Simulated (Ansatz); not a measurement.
Set up this calculation in Ansatz 0.2.0, as an ASE script.

| Quantity | Value |
| --- | --- |
| Task | atomic charges |
| Functional | exchange-only PBE |
| Potentials or basis | PseudoDojo standard |
| Cutoff | 1116 eV |
| Density cutoff | 4463 eV |
| k mesh | 12 × 12 × 12 |
| Occupations | gaussian, width 0.1 eV |
| Spin | spin-orbit coupling, no magnetisation |
| Driver | chain |

The structure of Pd lies in Pd.cif:

```cif
data_Pd
_cell_length_a 3.84038544
_cell_length_b 3.84038544
_cell_length_c 3.84038544
_cell_angle_alpha 90.00000000
_cell_angle_beta 90.00000000
_cell_angle_gamma 90.00000000
_space_group_name_H-M_alt 'Fm-3m'
_space_group_name_Hall '-F 4 2 3'
_space_group_IT_number 225
loop_
_space_group_symop_operation_xyz
'x,y,z'
'-x,-y,-z'
'-y,x,z'
'y,-x,-z'
'-x,-y,z'
'x,y,-z'
'y,-x,z'
'-y,x,-z'
'x,-y,-z'
'-x,y,z'
'-y,-x,-z'
'y,x,z'
'-x,y,-z'
'x,-y,z'
'y,x,-z'
'-y,-x,z'
'z,x,y'
'-z,-x,-y'
'z,-y,x'
'-z,y,-x'
'z,-x,-y'
'-z,x,y'
'z,y,-x'
'-z,-y,x'
'-z,x,-y'
'z,-x,y'
'-z,-y,-x'
'z,y,x'
'-z,-x,y'
'z,x,-y'
'-z,y,x'
'z,-y,-x'
'y,z,x'
'-y,-z,-x'
'x,z,-y'
'-x,-z,y'
'-y,z,-x'
'y,-z,x'
'-x,z,y'
'x,-z,-y'
'-y,-z,x'
'y,z,-x'
'-x,-z,-y'
'x,z,y'
'y,-z,-x'
'-y,z,x'
'x,-z,y'
'-x,z,-y'
'x,y+1/2,z+1/2'
'-x,-y+1/2,-z+1/2'
'-y,x+1/2,z+1/2'
'y,-x+1/2,-z+1/2'
'-x,-y+1/2,z+1/2'
'x,y+1/2,-z+1/2'
'y,-x+1/2,z+1/2'
'-y,x+1/2,-z+1/2'
'x,-y+1/2,-z+1/2'
'-x,y+1/2,z+1/2'
'-y,-x+1/2,-z+1/2'
'y,x+1/2,z+1/2'
'-x,y+1/2,-z+1/2'
'x,-y+1/2,z+1/2'
'y,x+1/2,-z+1/2'
'-y,-x+1/2,z+1/2'
'z,x+1/2,y+1/2'
'-z,-x+1/2,-y+1/2'
'z,-y+1/2,x+1/2'
'-z,y+1/2,-x+1/2'
'z,-x+1/2,-y+1/2'
'-z,x+1/2,y+1/2'
'z,y+1/2,-x+1/2'
'-z,-y+1/2,x+1/2'
'-z,x+1/2,-y+1/2'
'z,-x+1/2,y+1/2'
'-z,-y+1/2,-x+1/2'
'z,y+1/2,x+1/2'
'-z,-x+1/2,y+1/2'
'z,x+1/2,-y+1/2'
'-z,y+1/2,x+1/2'
'z,-y+1/2,-x+1/2'
'y,z+1/2,x+1/2'
'-y,-z+1/2,-x+1/2'
'x,z+1/2,-y+1/2'
'-x,-z+1/2,y+1/2'
'-y,z+1/2,-x+1/2'
'y,-z+1/2,x+1/2'
'-x,z+1/2,y+1/2'
'x,-z+1/2,-y+1/2'
'-y,-z+1/2,x+1/2'
'y,z+1/2,-x+1/2'
'-x,-z+1/2,-y+1/2'
'x,z+1/2,y+1/2'
'y,-z+1/2,-x+1/2'
'-y,z+1/2,x+1/2'
'x,-z+1/2,y+1/2'
'-x,z+1/2,-y+1/2'
'x+1/2,y,z+1/2'
'-x+1/2,-y,-z+1/2'
'-y+1/2,x,z+1/2'
'y+1/2,-x,-z+1/2'
'-x+1/2,-y,z+1/2'
'x+1/2,y,-z+1/2'
'y+1/2,-x,z+1/2'
'-y+1/2,x,-z+1/2'
'x+1/2,-y,-z+1/2'
'-x+1/2,y,z+1/2'
'-y+1/2,-x,-z+1/2'
'y+1/2,x,z+1/2'
'-x+1/2,y,-z+1/2'
'x+1/2,-y,z+1/2'
'y+1/2,x,-z+1/2'
'-y+1/2,-x,z+1/2'
'z+1/2,x,y+1/2'
'-z+1/2,-x,-y+1/2'
'z+1/2,-y,x+1/2'
'-z+1/2,y,-x+1/2'
'z+1/2,-x,-y+1/2'
'-z+1/2,x,y+1/2'
'z+1/2,y,-x+1/2'
'-z+1/2,-y,x+1/2'
'-z+1/2,x,-y+1/2'
'z+1/2,-x,y+1/2'
'-z+1/2,-y,-x+1/2'
'z+1/2,y,x+1/2'
'-z+1/2,-x,y+1/2'
'z+1/2,x,-y+1/2'
'-z+1/2,y,x+1/2'
'z+1/2,-y,-x+1/2'
'y+1/2,z,x+1/2'
'-y+1/2,-z,-x+1/2'
'x+1/2,z,-y+1/2'
'-x+1/2,-z,y+1/2'
'-y+1/2,z,-x+1/2'
'y+1/2,-z,x+1/2'
'-x+1/2,z,y+1/2'
'x+1/2,-z,-y+1/2'
'-y+1/2,-z,x+1/2'
'y+1/2,z,-x+1/2'
'-x+1/2,-z,-y+1/2'
'x+1/2,z,y+1/2'
'y+1/2,-z,-x+1/2'
'-y+1/2,z,x+1/2'
'x+1/2,-z,y+1/2'
'-x+1/2,z,-y+1/2'
'x+1/2,y+1/2,z'
'-x+1/2,-y+1/2,-z'
'-y+1/2,x+1/2,z'
'y+1/2,-x+1/2,-z'
'-x+1/2,-y+1/2,z'
'x+1/2,y+1/2,-z'
'y+1/2,-x+1/2,z'
'-y+1/2,x+1/2,-z'
'x+1/2,-y+1/2,-z'
'-x+1/2,y+1/2,z'
'-y+1/2,-x+1/2,-z'
'y+1/2,x+1/2,z'
'-x+1/2,y+1/2,-z'
'x+1/2,-y+1/2,z'
'y+1/2,x+1/2,-z'
'-y+1/2,-x+1/2,z'
'z+1/2,x+1/2,y'
'-z+1/2,-x+1/2,-y'
'z+1/2,-y+1/2,x'
'-z+1/2,y+1/2,-x'
'z+1/2,-x+1/2,-y'
'-z+1/2,x+1/2,y'
'z+1/2,y+1/2,-x'
'-z+1/2,-y+1/2,x'
'-z+1/2,x+1/2,-y'
'z+1/2,-x+1/2,y'
'-z+1/2,-y+1/2,-x'
'z+1/2,y+1/2,x'
'-z+1/2,-x+1/2,y'
'z+1/2,x+1/2,-y'
'-z+1/2,y+1/2,x'
'z+1/2,-y+1/2,-x'
'y+1/2,z+1/2,x'
'-y+1/2,-z+1/2,-x'
'x+1/2,z+1/2,-y'
'-x+1/2,-z+1/2,y'
'-y+1/2,z+1/2,-x'
'y+1/2,-z+1/2,x'
'-x+1/2,z+1/2,y'
'x+1/2,-z+1/2,-y'
'-y+1/2,-z+1/2,x'
'y+1/2,z+1/2,-x'
'-x+1/2,-z+1/2,-y'
'x+1/2,z+1/2,y'
'y+1/2,-z+1/2,-x'
'-y+1/2,z+1/2,x'
'x+1/2,-z+1/2,y'
'-x+1/2,z+1/2,-y'
loop_
_atom_site_label
_atom_site_type_symbol
_atom_site_symmetry_multiplicity
_atom_site_Wyckoff_symbol
_atom_site_fract_x
_atom_site_fract_y
_atom_site_fract_z
_atom_site_occupancy
Pd1 Pd 4 a 0.0000000000 0.0000000000 0.0000000000 1
```

The cell isn't the ideal one: volume scaled by 0.96.

The input as run:

run.py

```python
import json

import ase.io
import numpy as np
import spglib

import ansatz as az

atoms = ase.io.read("Pd.cif")
cell, frac, numbers = spglib.find_primitive((atoms.cell[:], atoms.get_scaled_positions(), atoms.numbers), symprec=1e-5)
atoms = ase.Atoms(numbers, cell=cell, scaled_positions=frac, pbc=True)

calculation = (
    az.Crystal.from_ase(atoms)
    .calculation()
    .kpoints(12, 12, 12)
    .functional(exchange="pbe", correlation="none")
    .pseudopotentials(kind="nc_fr", accuracy="standard")
    .spin("noncollinear", soc=True)
    .occupations(method="gaussian", width=0.1)
    .density()
    .potential()
    .output_files(volumetric_format="npy")
    .populations()
    .electron_localization_function()
    .forces()
    .stress()
    .band_table(publish=True)
)
outcome = calculation.run(threads=2, events_out="events.jsonl")

report = outcome.report
for line in open("events.jsonl"):
    event = json.loads(line)
    if event["event"] == "scf_iter":
        d = event["data"]
        print(f"SCF {d['iter']:3d}  HF = {d['harris_foulkes_ev']:.6f} eV  dr2 = {d['dr2_ev']:.2e} eV")
    elif event["event"] in ("relax_step", "md_step"):
        d = event["data"]
        print(f"{event['event']} {d['step']:3d}  E = {d['lagrangian_ev']:.6f} eV")
np.set_printoptions(precision=5, suppress=True, linewidth=110)
print("converged:", report["converged"], "after", report["n_iterations"], "iterations")
print(f"free energy {report['free_energy_ev']:.6f} eV, Fermi level {report['fermi_energy_ev']:.4f} eV")
for key in ("band_edges_ev", "magnetization_mub", "site_moments_mub", "site_moments_nc_mub", "forces_ev_ang",
                "stress_gpa", "kpoints_frac", "eigenvalues_ev"):
    if report.get(key) is not None:
        print(key, np.array(report[key]), sep="\n")
```

Potentials or basis: PseudoDojo standard.

Command:

```sh
$ python run.py
```

Results of the run:

| Item | Value |
| --- | --- |
| Pressure | 45.1 GPa |
| Band gap on the k mesh | none (metal or under the smearing width) |

Caveat: the potentials were made for another functional, which shifts forces and pressure.

Run time: 7.6 s on 2 threads of INTEL(R) XEON(R) PLATINUM 8581C CPU @ 2.10GHz (Emerald Rapids), on a shared host, peak memory 0.57 GiB.
